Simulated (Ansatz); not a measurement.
# PtS2 (1T monolayer type, one sheet): independent-particle optics

Aim: the dielectric function of PtS2 (1T monolayer type, one sheet) in the independent-particle picture, and how it depends on the functional and on the gap. Plan: HSE06 for the gap; optics with PBE on 6×6×1; optics with r2SCAN on 6×6×1; optics with PBE and scissors to the HSE06 gap on 6×6×1; optics with PBE with spin-orbit coupling on 6×6×1.

Method: plane waves, PAW; no local fields, no excitons, in Ansatz 0.2.0.

1 further run of the same task is left out (it didn't finish).

### Step 1. The system as given

It takes space group P-3m1 (No. 164, trigonal). Conventional cell: a = 3.538 Å, b = 3.538 Å, c = 29.685 Å, α = 90.00°, β = 90.00°, γ = 120.00°. Pt (site symmetry -3m) is surrounded by 6 S at 2.39 Å. Around S (site symmetry 3m) lie 3 Pt at 2.39 Å.

As a file:

```
CELL_PARAMETERS angstrom
3.53800 0.00000 0.00000
-1.76900 3.06400 0.00000
0.00000 0.00000 29.68496
ATOMIC_POSITIONS crystal
Pt 0.00000 0.00000 0.30318
S 0.33333 0.66667 0.34494
S 0.66667 0.33333 0.26142
```

Cell and atoms come from an earlier r2SCAN relaxation. The cell holds one sheet and vacuum, and is periodic in the plane alone; ε, where given, is a mean over the whole height of the cell, so ε₂ and ε₁ − 1 scale inversely with that height and aren't the sheet's own values. Spin-orbit coupling, which matters for Pt, is in the runs so named alone.

### Step 2. HSE06 levels at special points

Input file input.yaml:

```yaml
crystal:
  lattice:
    - [3.5380032266, 0.0, 0.0]
    - [-1.7690016133, 3.0640006729, 0.0]
    - [0.0, 0.0, 29.6849614792]
  atoms:
    - { symbol: Pt, position: [0.0, 0.0, 0.3031838194] }
    - { symbol: S, position: [0.3333333333, 0.6666666667, 0.3449445073] }
    - { symbol: S, position: [0.6666666667, 0.3333333333, 0.2614231315] }
  periodic: [true, true, false]
kpoints:
  mp_grid: { grid: [6, 6, 1] }
  band_path:
    path:
      - [0.0, 0.0, 0.0]
      - [0.5, 0.0, 0.0]
      - [0.3333333333, 0.3333333333, 0.0]
      - [-0.140625, 0.151042, 0.0]
      - [0.0, 0.234375, 0.0]
      - [0.2, 0.0, 0.0]
    npoints: 1
hamiltonian:
  xc: hse06
scf:
  occupations: { method: fixed }
  n_extra_bands: 4
output:
  forces: true
  stress: true
  eigenvalues: true
  write_density: true
  write_potential: true
  elf: true
  volumetric_format: npy
```

The runs that follow: Optics, PBE; Optics, r2SCAN; Optics, PBE with a scissors shift; Optics, PBE with spin-orbit coupling.

Q: Predict the results of all the runs planned. Wanted: ε∞, PBE; ε∞, r2SCAN; ε∞, PBE with spin-orbit coupling; tallest peak of ε₂, PBE; tallest peak of ε₂, r2SCAN; tallest peak of ε₂, PBE with spin-orbit coupling; HSE06 direct gap.

As calculated:

| quantity | value |
| --- | --- |
| ε∞, PBE | 3.71 (xx, yy), 2.33 (zz) |
| ε∞, r2SCAN | 3.40 (xx, yy), 2.22 (zz) |
| ε∞, PBE + 0.88 eV scissors | 3.13 (xx, yy), 2.12 (zz) |
| ε∞, PBE with spin-orbit coupling | 3.54 (xx, yy), 2.18 (zz) |
| tallest peak of ε₂, PBE | 7.3 at 2.15 eV |
| tallest peak of ε₂, r2SCAN | 6.8 at 2.35 eV |
| tallest peak of ε₂, PBE + 0.88 eV scissors | 7.3 at 3.00 eV |
| tallest peak of ε₂, PBE with spin-orbit coupling | 5.4 at 2.50 eV (complete to 10.1 eV) |
| HSE06 direct gap | 2.82 eV |

**Reading.** PBE + 0.88 eV scissors has the widest direct gap (2.98 eV) and PBE with spin-orbit coupling the narrowest (2.03 eV); ε∞ is 3.13 and 3.54 (in the plane). Spin-orbit coupling moves the direct gap by -0.07 eV; ε∞ doesn't compare between these two runs, as the bands summed differ. A sheet's ε refers to the whole height of the cell: in the plane ε − 1 falls as one over that height. Local fields and excitons are left out: both change ε∞, and without excitons the onset lacks its lines.
